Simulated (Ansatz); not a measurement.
A run of Ansatz 0.2.0:

Contents of input.yaml:

```yaml
crystal:
  lattice:
    - [0.0, 2.2535006075, 2.2535006075]
    - [2.2535006075, 0.0, 2.2535006075]
    - [2.2535006075, 2.2535006075, 0.0]
  atoms:
    - { symbol: Ga, position: [0.0, 0.0, 0.0] }
    - { symbol: "N", position: [0.25, 0.25, 0.25] }
hamiltonian:
  xc: hse06
  pseudopotentials: { kind: paw_fr }
magnetization:
  noncollinear: true
  spin_orbit: true
kpoints:
  mp_grid: { grid: [4, 4, 4] }
scf:
  occupations: { method: fermi_dirac, width: 0.05 }
output:
  forces: true
  stress: true
  eigenvalues: true
```

Potentials or basis: Ansatz PAW.

Launch:

```console
$ ansatz run input.yaml --threads 2 --pin off --max-ram 5632MiB --backend cpu --events-out ev --progress --plain --runs-dir out
```

Hardware: 2 threads of Intel(R) Xeon(R) Processor @ 2.50GHz (Skylake/Cascade Lake) (shared host).

Question: Estimate the wall time of this run.

Answer: Wall time 66 s on 2 threads of Intel(R) Xeon(R) Processor @ 2.50GHz (Skylake/Cascade Lake) (shared host), peak memory 0.65 GiB. Counts: scf iterations 15, plane waves 459, k points 8, bands 26.
